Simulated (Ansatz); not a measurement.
# Which way does MgS + HgSe ⇌ MgSe + HgS run?

Plane-wave DFT in Ansatz with scalar-relativistic PAW potentials, cutoff 420 eV, Γ-centred meshes chosen by cell and gap, Gaussian smearing with energies taken to zero width. Every cell was relaxed (cell and atoms) in a run of its own, within the symmetry of its start. Functional: PBEsol.

Total energies hold large constants for each element; a whole number of eV per atom of each element is taken off below, which cancels in a balanced reaction.

```csv
compound,lowest structure computed,structures tried,V (Å³/atom),gap on mesh (eV),"E (eV per formula unit, common shift removed)"
MgS,Fm-3m,4,17.39,2.73,-2.9177
HgSe,F-43m,3,28.85,0.00,-0.6303
MgSe,Fm-3m,4,20.24,1.77,-2.7838
HgS,F-43m,4,25.36,0.00,-0.2772
```

Q: Work out the reaction energy at 0 K.

A: ΔE = E(MgSe) + E(HgS) − E(MgS) − E(HgSe) = 0.487 eV, or 47 kJ per mole of reaction (122 meV/atom). The left side is lower: Mg takes S and Hg takes Se. All four are computed as solids; where they are solids at ordinary conditions entropy changes little. A lower structure that wasn't tried would shift the value, and mixed crystals may lie lower than either side. This functional puts HgS lowest in F-43m, which isn't its usual phase at room temperature.

Spin-orbit coupling is left out, which matters for the bands of heavy elements.